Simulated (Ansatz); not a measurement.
Crystal: ZrH2.

```xyz
3
Lattice="0.0000 2.4092 2.4092 2.4092 0.0000 2.4092 2.4092 2.4092 0.0000" Properties=species:S:1:pos:R:3 pbc="T T T"
Zr    0.0000    0.0000    0.0000
H     1.2046    1.2046    1.2046
H     3.6138    3.6138    3.6138
```

The cell is a database's computed one.

Base run:

```yaml
Program: Ansatz 0.2.0
Functional: PBEsol
Potentials_or_basis: Ansatz PAW
Cutoff: "420 eV (not typed: the program's choice for these potentials)"
k_mesh: 10 × 10 × 10
Occupations: fermi-dirac, width 0.05 eV
Spin: no spin polarisation
Hubbard_terms: Zr d U = 6 eV
```

Its results: band gap on the k mesh none (metal or under the smearing width); pressure 1.4 GPa.

Question: After a change of settings the same cell gave: band gap on the k mesh none (metal or under the smearing width); pressure -3.1 GPa. Which change was it?
A. hubbard terms from Zr d U = 6 eV to none; hubbard projectors from ortho-atomic (the default) to none
B. hubbard terms from Zr d U = 6 eV to Zr d U = 5 eV
C. hubbard terms from Zr d U = 6 eV to Zr d U = 2 eV

Answer: C.

Caveats: U without spin polarisation on a metal has little footing; the PAW data sets come from PBE, with cores solved anew for the run's functional, which leaves a small shift of forces and pressure; the U is typed as a test and isn't derived for this compound.
